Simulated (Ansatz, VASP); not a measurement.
# Two plane-wave programs on WS2

```
W S
1.0
     1.58589    0.91561    6.23748
    -1.58589    0.91561    6.23748
     0.00000   -1.83122    6.23748
W S
1 2
Direct
  0.00067 0.00067 0.00067
  0.25056 0.25056 0.25056
  0.41748 0.41748 0.41748
```

Measurements of this composition are mostly on another form, of space group No. 194.

Alike in both runs: task single point; functional PBE; k mesh 6 × 6 × 6; no spin polarisation.

|  | VASP | Ansatz |
| --- | --- | --- |
| version | VASP 6.6.1 | Ansatz 0.2.0 |
| potentials or method | VASP PAW PBE potentials, release 64 (W_sv, S) | plane waves, PAW |
| plane-wave cutoff (eV) | 520 | 420 |
| occupations | gaussian, width 0.01 eV | fixed |
| valence electrons in the cell | 26 | 26 |

```csv
,VASP,Ansatz,Ansatz less VASP
gap on the k mesh at the Fermi level (eV),1.09,1.08,-0.015
pressure (GPa),3.2,3.3,+0.04
largest component of the traceless stress (GPa),0.92,0.92,+0.007
rms of the force components (eV/Å),0.095,0.094,-0.0014
```

Atom by atom the forces differ by 0.001 eV/Å (rms over components).

Caveats: spin-orbit coupling is left out, which moves the levels of the heavy elements. A k mesh can miss the band edges.
